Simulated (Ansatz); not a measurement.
# Te (tellurium, a shorter by one percent): the cost of one run

Method: DFT PBE, scalar-relativistic, plane waves, PAW, in Ansatz 0.2.0.

### Step 1. The system as given

The structure is trigonal, space group P3_121 (No. 152). The conventional cell has a = 4.412 Å, b = 4.412 Å, c = 5.929 Å, α = 90.00°, β = 90.00°, γ = 120.00°. Around Te (site symmetry 2) lie 2 Te at 2.82 Å.

Structure file:

```cif
data_structure
_symmetry_space_group_name_H-M 'P 1'
_symmetry_Int_Tables_number 1
_cell_length_a 4.4124
_cell_length_b 4.4124
_cell_length_c 5.9290
_cell_angle_alpha 90.000
_cell_angle_beta 90.000
_cell_angle_gamma 120.000
_cell_volume 99.97
loop_
_atom_site_label
_atom_site_type_symbol
_atom_site_fract_x
_atom_site_fract_y
_atom_site_fract_z
_atom_site_occupancy
Te1 Te 0.26330 0.00000 0.33333 1
Te2 Te 0.00000 0.26330 0.66667 1
Te3 Te 0.73670 0.73670 0.00000 1
```

### Step 2. Relaxing the atoms: Te (tellurium, a shorter by one percent), no spin

Input file input.yaml:

```yaml
crystal:
  lattice:
    - [4.41243, 0.0, 0.0]
    - [-2.206215, 3.8212764724, 0.0]
    - [0.0, 0.0, 5.929]
  atoms:
    - { symbol: Te, position: [0.2633, 0.0, 0.3333333333] }
    - { symbol: Te, position: [0.0, 0.2633, 0.6666666667] }
    - { symbol: Te, position: [0.7367, 0.7367, 0.0] }
scf:
  occupations: { method: fixed }
output:
  forces: true
  stress: true
  eigenvalues: true
  write_density: true
  write_potential: true
  elf: true
  volumetric_format: npy
hamiltonian:
  xc: pbe
basis:
  ecutwfc: 400
kpoints:
  mp_grid: { grid: [12, 12, 10] }
relax:
  f_tol: 0.0005
  max_steps: 60
```

On the command line:

```
> ansatz run input.yaml --threads 4 --pin off --max-ram 12288MiB --backend cpu --events-out ev --progress --plain --runs-dir out
```

What time and memory should one allow on 4 threads of Intel Xeon Platinum 8488C (Sapphire Rapids), shared host?

About 33 s, with a peak of 0.71 GiB.
